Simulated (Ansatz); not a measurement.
**Two-dimensional strain map in ZrO$_{2}$**

Level of theory: DFT r2SCAN, scalar-relativistic, plane waves, PAW (Ansatz 0.2.0). Cutoff 500 eV, Γ-centred 6×6×6 k-points, Gaussian smearing of 0.05 eV. No spin polarisation. Energies are free energies at this smearing, counted from the undisturbed cell; pressure is positive in compression.

Reference structure (relaxed at this level; this form isn't the usual structure):

```
CELL_PARAMETERS angstrom
3.60145 0.00000 0.00000
0.00000 3.60145 0.00000
0.00000 0.00000 5.22811
ATOMIC_POSITIONS crystal
Zr 0.00000 0.00000 0.00000
Zr 0.50000 0.50000 0.50000
O 0.00000 0.50000 0.19678
O 0.00000 0.50000 0.69678
O 0.50000 0.00000 0.30322
O 0.50000 0.00000 0.80322
```

The cell is strained by p along both x and y and by q along z, fractional coordinates fixed. Points are written (p, q).

p was sampled at -0.050, -0.025, 0.000, 0.025, 0.050 and q at -0.050, -0.025, 0.000, 0.025, 0.050.

Question: Where on the computed points is the energy highest, and how high?

Answer: At (-0.050, -0.050): 230.6 meV/atom.

Question: Away from (0, 0), which computed point is lowest?

Answer: (0.000, 0.025): 9.2 meV/atom.

The map, in meV/atom:

```csv
p \ q,-0.050,-0.025,0.000,0.025,0.050
-0.050,230.6,167.5,128.8,111.7,113.8
-0.025,98.8,53.1,30.4,28.0,43.6
0.000,41.7,10.0,0.0,9.2,35.4
0.025,48.0,27.3,27.3,45.6,79.8
0.050,107.7,95.7,103.4,128.5,168.7
```